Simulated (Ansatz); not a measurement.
# Al12O: the cost of one run

Computed with Ansatz 0.2.0 (DFT PBE, scalar-relativistic, plane waves, PAW, unless a step's input says otherwise).

3 further runs of the same task are left out: 3 set aside as unsound or not needed.

## Step 1: The structure to begin with

Symmetry: Fm-3m, No. 225, cubic system. The conventional cell has a = 4.041 Å, b = 4.041 Å, c = 4.041 Å, α = 90.00°, β = 90.00°, γ = 90.00°. Al (site symmetry m-3m) has 12 Al at 2.86 Å as nearest neighbours.

Coordinates:

```
Al
1.0
     0.00000    2.02031    2.02031
     2.02031    0.00000    2.02031
     2.02031    2.02031    0.00000
Al
1
Cartesian
  0.0000 0.0000 0.0000
```

This cell was relaxed beforehand with the same method: volume 16.49 Å³/atom, gap on the mesh none (metal).

## Step 3: Plan of the scan

Atoms count from 1 in the order of the input.

O is moved along a line over the surface and along the normal, above a rigid substrate.

First coordinate, position of O13 along the diagonal of the surface cell, from above Al9: 6 values from 0.00 to 3.37 Å, periodic. Second coordinate, height of O13 above the plane of Al9: 8 values from −0.30 to 3.63 Å.

Nothing else is relaxed. Points are written as (first, second).

(The set-up runs are not shown.)

## Step 4: Point (2.02 Å, −0.30 Å)

input.yaml reads:

```yaml
crystal:
  lattice:
    - [5.7143028096, 0.0, 0.0]
    - [0.0, 5.7143028096, 0.0]
    - [0.0, 0.0, 21.1750228481]
  atoms:
    - { symbol: Al, position: [0.25, 0.25, 0.1889018033] }
    - { symbol: Al, position: [0.25, 0.75, 0.1889018033] }
    - { symbol: Al, position: [0.75, 0.25, 0.1889018033] }
    - { symbol: Al, position: [0.75, 0.75, 0.1889018033] }
    - { symbol: Al, position: [0.0, 0.0, 0.2873686073] }
    - { symbol: Al, position: [0.0, 0.5, 0.2873686073] }
    - { symbol: Al, position: [0.5, 0.0, 0.2873686073] }
    - { symbol: Al, position: [0.5, 0.5, 0.2873686073] }
    - { symbol: Al, position: [0.25, 0.25, 0.3860691394] }
    - { symbol: Al, position: [0.25, 0.75, 0.3860691394] }
    - { symbol: Al, position: [0.75, 0.25, 0.3860691394] }
    - { symbol: Al, position: [0.75, 0.75, 0.3860691394] }
    - { symbol: O, position: [0.5, 0.5, 0.3719015042], spin: 2.0 }
basis:
  ecutwfc: 420
kpoints:
  mp_grid: { grid: [5, 5, 1] }
hamiltonian:
  xc: pbe
scf:
  occupations: { method: gaussian, width: 0.1 }
output:
  forces: true
  eigenvalues: true
  populations: true
magnetization:
  spin_polarized: true
efield:
  axis: 3
  dipole_correction: true
  ramp_width: 0.04
```

Started as:

```
ansatz run input.yaml --threads 4 --pin off --max-ram 12288MiB --backend cpu --events-out ev --progress --plain --runs-dir out
```

What time and memory should one allow on 4 threads of Arm Neoverse V1, shared host?

About 15 s, with a peak of 1.1 GiB.
